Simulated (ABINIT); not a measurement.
Crystal: Ag.

```
CELL_PARAMETERS angstrom
0.00000 2.04275 2.04275
2.04275 0.00000 2.04275
2.04275 2.04275 0.00000
ATOMIC_POSITIONS crystal
Ag 0.00000 0.00000 0.00000
```

Base run:

```yaml
Program: ABINIT 10.8.3 (patched build)
Functional: WC
Potentials_or_basis: JTH PAW PBE v2.0
Cutoff: 463 eV
k_mesh: 11 × 11 × 11
Occupations: fermi-dirac, width 0.05 eV
Spin: spin-orbit coupling, no magnetisation
```

Its results: band gap on the k mesh none (metal or under the smearing width); pressure -2.4 GPa.

Problem. The run is repeated on the same cell with these changes: functional from WC to LDA; potentials or basis from JTH PAW PBE v2.0 to JTH PAW LDA v2.0. What comes out?

Solution. Band gap on the k mesh none (metal or under the smearing width); pressure -7.7 GPa.

Caveats: the PAW data sets were made with another functional, which shifts forces and pressure a little (some runs).
